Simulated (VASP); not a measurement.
Set up this calculation in VASP 6.6.1, as the native input.

* Task: single point
* Functional: PBEsol
* Potentials or basis: VASP PAW PBE potentials, release 64 (Ta_pv, N)
* Cutoff: 520 eV
* k mesh: 7 × 7 × 7
* Occupations: gaussian, width 0.05 eV
* Spin: collinear spin, ferromagnetic start
* Starting moments: [0.5, 0.0] μB
* Further INCAR settings: ALGO = Fast; EDIFF = 1e-06

The structure of TaN lies in POSCAR:

```
TaN
1.0
    0.0000000000      2.1790013100      2.1790013100
    2.1790013100      0.0000000000      2.1790013100
    2.1790013100      2.1790013100      0.0000000000
Ta N
1 1
Direct
    0.5000000000      0.5000000000      0.5000000000
    0.0000000000      0.0000000000      0.0000000000
```

One way to write it, as run:

INCAR

```
SYSTEM = TaN
PREC     = Accurate       ! precision mode
ENCUT    = 520            ! plane-wave cutoff, eV
EDIFF    = 1E-6           ! SCF threshold, eV
ISMEAR   = 0              ! smearing method
SIGMA    = 0.05           ! smearing width, eV
LREAL    = .FALSE.        ! projectors in reciprocal space
LASPH    = .TRUE.         ! aspherical terms in the spheres
NELM     = 100            ! most SCF steps
ALGO     = Fast           ! electronic algorithm
ISIF     = 2              ! what is computed and relaxed
LWAVE    = .FALSE.        ! write WAVECAR
LCHARG   = .FALSE.        ! write CHGCAR
ISPIN    = 2              ! spin polarisation
MAGMOM   = 0.5 0          ! initial moments
LORBIT   = 11             ! projections on sites
LMAXMIX  = 4              ! l up to which the mixer works
GGA      = PS             ! functional
```

KPOINTS

```
regular mesh
0
G
  7 7 7
  0 0 0
```

Potentials or basis: VASP PAW PBE potentials, release 64 (Ta_pv, N).

Command:

```console
$ cat potpaw_PBE.64/Ta_pv/POTCAR potpaw_PBE.64/N/POTCAR > POTCAR
$ mpirun -np 1 vasp_std > vasp.out
```

It gave:

```yaml
Pressure: 5.4 GPa
Band_gap_on_the_k_mesh: none (metal or under the smearing width)
Net_moment: 0.00 μB per cell
Valence_electrons_inside_the_program's_atomic_spheres: Ta 9.01; N 3.78
```

Caveat: the PAW data sets were made with another functional, which shifts forces and pressure a little.

Wall time 16 s on 1 thread of Intel(R) Xeon(R) Platinum 8375C CPU @ 2.90GHz (Ice Lake) (shared host), peak memory 0.15 GiB.
